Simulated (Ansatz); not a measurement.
Crystal: CrO2.

```
CELL_PARAMETERS angstrom
0.00000 2.33684 2.33684
2.33684 0.00000 2.33684
2.33684 2.33684 0.00000
ATOMIC_POSITIONS crystal
Cr 0.00000 0.00000 0.00000
O 0.25000 0.25000 0.25000
O 0.75000 0.75000 0.75000
```

Measurements of this composition are mostly on another form, of space group No. 136.

Base run:

- Program: Ansatz 0.2.0
- Functional: PBEsol
- Potentials or basis: Ansatz PAW
- Cutoff: 420 eV (not typed: the program's choice for these potentials)
- k mesh: 7 × 7 × 7
- Occupations: gaussian, width 0.05 eV
- Spin: collinear spin, program default start
- Hubbard terms: Cr d U = 8 eV

Its results: band gap on the k mesh 0.05 eV, indirect (least direct gap 0.32 eV); pressure 13.4 GPa; net moment 2.00 μB per cell; site moments Cr +2.46; O -0.46 μB.

The run is repeated on the same cell with these changes: hubbard terms from Cr d U = 8 eV to Cr d U = 5 eV. What comes out?

Band gap on the k mesh 0.21 eV, direct; pressure 3.6 GPa; net moment 2.00 μB per cell; site moments Cr +2.16; O -0.28 μB.

Caveats: the magnetic or orbital state may not be the lowest; odd divisions of the mesh miss points on the zone boundary, where band edges often lie, so the gap on the mesh can be too wide; a cell with one magnetic atom can't hold antiferromagnetic order, which such compounds often take; the PAW data sets come from PBE, with cores solved anew for the run's functional, which leaves a small shift of forces and pressure.

A k mesh can miss the band edges.
